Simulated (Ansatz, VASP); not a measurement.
Mo: VASP beside Ansatz

```
Mo
1.0
     5.23015    0.00000    0.00000
     0.00000    4.64112    0.00000
     0.00000    0.00000    2.63492
Mo
4
Direct
  0.12537 0.25000 0.63984
  0.87463 0.75000 0.36016
  0.37463 0.75000 0.13984
  0.62537 0.25000 0.86016
```

Alike in both runs: functional PBE; k mesh 4 × 4 × 6; occupations gaussian, width 0.1 eV; no spin polarisation.

Ansatz relaxed the structure, and its values are those at the end. VASP's run is a single point on that final structure, the one shown.

|  | VASP | Ansatz |
| --- | --- | --- |
| version | VASP 6.6.1 | Ansatz 0.2.0 |
| potentials or method | VASP PAW PBE potentials, release 64 (Mo_sv) | scalar-relativistic, plane waves, PAW |
| plane-wave cutoff (eV) | 520 | 420 |
| valence electrons in the cell | 56 | 56 |

Ansatz gave:

| Item | Value |
| --- | --- |
| gap on the k mesh at the Fermi level (eV) | none |
| pressure (GPa) | 0.3 |
| rms of the force components (eV/Å) | 0.008 |

**Question.** Estimate VASP's values.

**Answer.** gap on the k mesh at the Fermi level (eV): none; pressure (GPa): 0.7; rms of the force components (eV/Å): 0.010.

A gap of «none» marks a metal or a gap that the smearing closes. The functional is the same, so the differences come from potentials, cutoffs and numerics.

Caveats: the k mesh is coarse (spacing up to 0.40 Å⁻¹), so the values aren't converged.
